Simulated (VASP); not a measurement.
The system is Au.

```
Au
1.0
    -1.61981    1.61981    1.61981
     1.61981   -1.61981    1.61981
     1.61981    1.61981   -1.61981
Au
1
Direct
  0.00000 0.00000 0.00000
```

This isn't the form of Au at room conditions, which is fcc.

* Program: VASP 6.6.1
* Task: relaxation of cell and atoms
* Functional: RPBE
* Potentials or basis: VASP PAW PBE potentials, release 64 (Au)
* Cutoff: 600 eV
* k mesh: 18 × 18 × 18
* Occupations: gaussian, width 0.1 eV
* Spin: no spin polarisation

At the start: pressure 13.2 GPa; volume 17.00 Å³/atom.

Problem. How do energy, volume and symmetry change on relaxing?

Solution. Over 19 steps the energy falls by 56.0 meV/atom and the volume is 18.51 Å³/atom (+8.9 %); space group Im-3m (No. 229, to 0.05 Å).

Step by step:
```
step  energy change (eV)  largest force (eV/Å)  pressure (GPa)  volume (Å³)
   1              0.0000                0.0000           13.22        17.00
   2              0.0153                0.0000           -9.09        20.69
   3             -0.0559                0.0000           -0.26        18.55
   4             -0.0560                0.0000           -0.06        18.52
   5             -0.0560                0.0000            0.14        18.48
   6             -0.0560                0.0000            0.16        18.48
   7             -0.0560                0.0000            0.14        18.49
   8             -0.0560                0.0000            0.14        18.49
   9             -0.0560                0.0000            0.14        18.49
  10             -0.0560                0.0000            0.14        18.49
  11             -0.0560                0.0000            0.14        18.49
  12             -0.0560                0.0000            0.14        18.49
  13             -0.0560                0.0000            0.14        18.49
  14             -0.0560                0.0000            0.12        18.49
  15             -0.0560                0.0000            0.11        18.49
  16             -0.0560                0.0000            0.09        18.49
  17             -0.0560                0.0000            0.04        18.50
  18             -0.0560                0.0000           -0.05        18.52
  19             -0.0560                0.0000            0.00        18.51
```

Final structure:
```cif
data_structure
_symmetry_space_group_name_H-M 'P 1'
_symmetry_Int_Tables_number 1
_cell_length_a 2.8862
_cell_length_b 2.8862
_cell_length_c 2.8862
_cell_angle_alpha 109.471
_cell_angle_beta 109.471
_cell_angle_gamma 109.471
_cell_volume 18.51
loop_
_atom_site_label
_atom_site_type_symbol
_atom_site_fract_x
_atom_site_fract_y
_atom_site_fract_z
_atom_site_occupancy
Au1 Au 0.00000 0.00000 0.00000 1
```

Caveat: the PAW data sets were made with another functional, which shifts forces and pressure a little.
